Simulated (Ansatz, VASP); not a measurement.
**GaN: VASP beside Ansatz**

```xyz
2
Lattice="0.0000 2.1830 2.4013 2.1830 0.0000 2.4013 2.1830 2.1830 0.0000" Properties=species:S:1:pos:R:3 pbc="T T T"
Ga    0.0000    0.0000    0.0000
N     3.2745    3.2745    3.6020
```

Alike in both runs: task single point; functional PBE; k mesh 12 × 12 × 12; occupations gaussian, width 0.05 eV; no spin polarisation.

```csv
,VASP,Ansatz
version,VASP 6.6.1,Ansatz 0.2.0
potentials or method,"VASP PAW PBE potentials, release 64 (Ga_d, N)","scalar-relativistic, plane waves, PAW"
plane-wave cutoff (eV),520,420
valence electrons in the cell,18,18
```

Ansatz gave:

```
gap on the k mesh at the Fermi level (eV)       : 1.50
least direct gap on the mesh (eV)               : 1.50
pressure (GPa)                                  : 4.4
largest component of the traceless stress (GPa) : 9.57
```

Question: Estimate VASP's values.

Answer: gap on the k mesh at the Fermi level (eV): 1.51; least direct gap on the mesh (eV): 1.51; pressure (GPa): 4.5; largest component of the traceless stress (GPa): 9.59.

Expect the measured gap to be larger: semilocal functionals such as PBE lack the derivative discontinuity.
